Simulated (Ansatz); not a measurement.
Equation of state of Re

Space group Fm-3m (No. 225). a = 3.950 Å, b = 3.950 Å, c = 3.950 Å, α = 90.00°, β = 90.00°, γ = 90.00°
| atom | site | symmetry | x | y | z |
| --- | --- | --- | --- | --- | --- |
| Re | 4a | m-3m | 0.0000 | 0.0000 | 0.0000 |

The runs use the primitive cell with vectors (0.000, 1.975, 1.975), (1.975, 0.000, 1.975), (1.975, 1.975, 0.000) Å, to which the k mesh refers.

The cell comes from COD entry 1534939, which wasn't checked; take it as a given geometry.

No spin–orbit coupling, which matters for the heavy atoms here.

All numbers are computed: DFT, PBE, all-electron LAPW, scalar-relativistic (Ansatz 0.2.0); DFT, PBE, PAW with Ansatz's default frozen-core files, scalar-relativistic (Ansatz 0.2.0).

For LAPW: a Γ-centred 14×14×14 k mesh, Fermi–Dirac smearing of 0.05 eV, basis error target 0.25 meV/atom, no spin polarisation. PAW takes a cutoff of 420 eV at this cell. The Ansatz runs share mesh, smearing and spin set-up. Plane-wave (PAW) pressures include the program's estimate of the Pulay term.

The cell above is scaled evenly, with fractional coordinates and shape held.

```
V/V(cell)  V (Å³/atom)  P, LAPW (GPa)  P, PAW (GPa)  free energy over the lowest listed, PAW (meV/atom)
   0.9405       14.491          13.50         13.43                                                20.5
   0.9700       14.945           1.43          1.33                                                 0.0
   1.0000       15.407          -9.00         -9.12                                                11.6
   1.0300       15.870              ?             ?                                                   ?
   1.0600       16.332         -25.26        -25.39                                               113.9
```

(1) Fill in the row V/V(cell) = 1.0300.

(2) What do Birch–Murnaghan fits to the pressures give?

Answers

(1) P, LAPW (GPa) = -17.83, P, PAW (GPa) = -17.95, free energy over the lowest listed, PAW (meV/atom) = 51.1.

(2) LAPW: V0 = 15.00 Å³/atom, B0 = 359 GPa, B0′ = 4.4; PAW: V0 = 15.00 Å³/atom, B0 = 361 GPa, B0′ = 4.5.
